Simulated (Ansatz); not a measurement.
Ge: equation of state with r2SCAN

Ge:

```
Ge
1.0
     3.99759    0.00000    0.00000
    -1.99879    3.46201    0.00000
     0.00000    0.00000    6.59938
Ge
4
Direct
  0.33333 0.66667 0.93710
  0.66667 0.33333 0.43710
  0.33333 0.66667 0.56290
  0.66667 0.33333 0.06290
```

This isn't the form of Ge at room conditions, which is diamond.

| Quantity | Value |
| --- | --- |
| Program | Ansatz 0.2.0 |
| Task | equation of state |
| Functional | r2SCAN |
| Potentials or basis | Ansatz PAW |
| Cutoff | 500 eV |
| Density cutoff | 2000 eV |
| k mesh | 8 × 8 × 4 |
| Occupations | fermi-dirac, width 0.05 eV |
| Spin | no spin polarisation |

| Property | Result |
| --- | --- |
| Equilibrium volume | 22.82 Å³/atom |
| Bulk modulus at fixed shape and positions | 70 GPa |
| Pressure derivative of the bulk modulus | 5.4 |

Energy against volume, from the lowest point:
```tsv
volume (Å³/atom)	energy (meV/atom)
21.463	20.06
21.920	8.45
22.377	1.95
22.833	0.00
23.290	2.09
23.747	7.65
24.203	16.31
```

All runs of the series together: 70 s on 2 threads of Intel(R) Xeon(R) Processor @ 2.50GHz (Skylake/Cascade Lake), on a shared host.

Caveat: the cell was scaled at fixed shape and fractional positions, which overstates the stiffness of a crystal with free parameters, most of all of layers and chains; the PAW data sets were made with another functional, which shifts forces and pressure a little.
